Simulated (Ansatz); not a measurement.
# Be: frozen-core PAW against all-electron methods

```yaml
crystal:
  lattice:
    - [0.00000, 2.44846, 2.44846]
    - [2.44846, 0.00000, 2.44846]
    - [2.44846, 2.44846, 0.00000]
  atoms:
    - { symbol: Be, position: [0.00000, 0.00000, 0.00000] }
    - { symbol: Be, position: [0.25000, 0.25000, 0.25000] }
```

Atoms are numbered in the order listed.

The cell was built from the diamond type and relaxed in the same program, and has space group Fd-3m; it needn't be a known or the stable phase.

Methods: DFT, PBE, PAW with Ansatz's default frozen-core files, scalar-relativistic (Ansatz 0.2.0); DFT, PBE, all-electron PAW with datasets made for the crystal, scalar-relativistic (Ansatz 0.2.0); DFT, PBE, all-electron LAPW, scalar-relativistic (Ansatz 0.2.0).

For PAW: a Γ-centred 13×13×13 k mesh, Fermi–Dirac smearing of 0.08 eV, cutoff 420 eV, no spin polarisation. The crystal-made all-electron datasets (AE datasets) take a cutoff of 200 eV at this cell. LAPW targets a basis error of 0.25 meV/atom. The Ansatz runs share mesh, smearing and spin set-up. Plane-wave (PAW) pressures include the program's estimate of the Pulay term.

Stress and pressure are positive in compression.

Levels count from the Fermi level.

| quantity | PAW | AE datasets | LAPW |
| --- | --- | --- | --- |
| pressure (GPa) | -0.01 | -0.01 | -0.01 |
| highest filled level at X (eV) | -2.381 | -2.382 | -2.382 |
| lowest empty level at X (eV) | 0.758 | 0.758 | 0.758 |
| highest filled level at W (eV) | -0.808 | -0.808 | -0.808 |
| highest filled level at U (eV) | -1.430 | -1.430 | -1.430 |
| lowest empty level at U (eV) | 1.341 | 1.341 | 1.341 |

PAW's pressure differs from the LAPW value by about 0.01 GPa or less. Datasets made for the crystal and LAPW share parts of one code, so their agreement isn't an independent check.
